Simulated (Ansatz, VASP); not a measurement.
This is a calculation of Sb for Ansatz 0.2.0.

input.yaml

```yaml
crystal:
  lattice:
    - [3.2219765189, 0.0, 0.0]
    - [0.0, 3.2219765189, 0.0]
    - [0.0, 0.0, 3.2219765189]
  atoms:
    - { symbol: Sb, position: [0.0, 0.0, 0.0] }
kpoints:
  mp_grid: { grid: [8, 8, 8] }
scf:
  occupations: { method: fermi_dirac, width: 0.05 }
hamiltonian:
  xc: pbesol
  pseudopotentials: { kind: all_electron, lapw: { basis_error: 0.0005 } }
output:
  forces: true
  stress: true
  eigenvalues: true
```

Potentials or basis: all-electron LAPW, scalar-relativistic.

Command:

```sh
$ ansatz run input.yaml --threads 1 --pin off --max-ram 3072MiB --backend cpu --events-out ev --progress --plain --runs-dir out
```

**Question.** Set up the same calculation for VASP 6.6.1. Potentials there: VASP PAW PBE potentials, release 64 (Sb).

**Answer.** As run (the cutoff follows the program's own potentials):

The input INCAR:

```
SYSTEM = Sb
PREC = Accurate ; ENCUT = 520
EDIFF = 1E-6 ; ISMEAR = -1
SIGMA = 0.05 ; LREAL = .False.
LASPH = .True. ; NELM = 100
ALGO = Normal ; ISIF = 2
LWAVE = .False. ; LCHARG = .True.
GGA = PS ; LELF = .True.
LVHAR = .True. ; NBANDS = 8
```

Contents of KPOINTS:

```
regular mesh
0
Gamma
  8 8 8
  0 0 0
```

The input POSCAR:

```
Sb
1.0
    3.2219765189      0.0000000000      0.0000000000
    0.0000000000      3.2219765189      0.0000000000
    0.0000000000      0.0000000000      3.2219765189
Sb
1
Direct
    0.0000000000      0.0000000000      0.0000000000
```

Potentials or basis: VASP PAW PBE potentials, release 64 (Sb).

Run with:

```bash
$ cat potpaw_PBE.64/Sb/POTCAR > POTCAR
$ mpirun -np 1 vasp_std > vasp.out
```

Both were run:

|  | VASP | Ansatz | Ansatz less VASP |
| --- | --- | --- | --- |
| gap on the k mesh at the Fermi level (eV) | none | none | - |
| pressure (GPa) | -6.7 | -6.7 | +0.01 |

A gap of «none» marks a metal or a gap that the smearing closes. Ansatz ran all-electron here, so the differences hold the error of VASP's frozen core and of both bases.

Caveats: the PAW data sets were made with another functional, which shifts forces and pressure a little (VASP). The runs have no spin-orbit coupling, so splittings on Sb are missing.
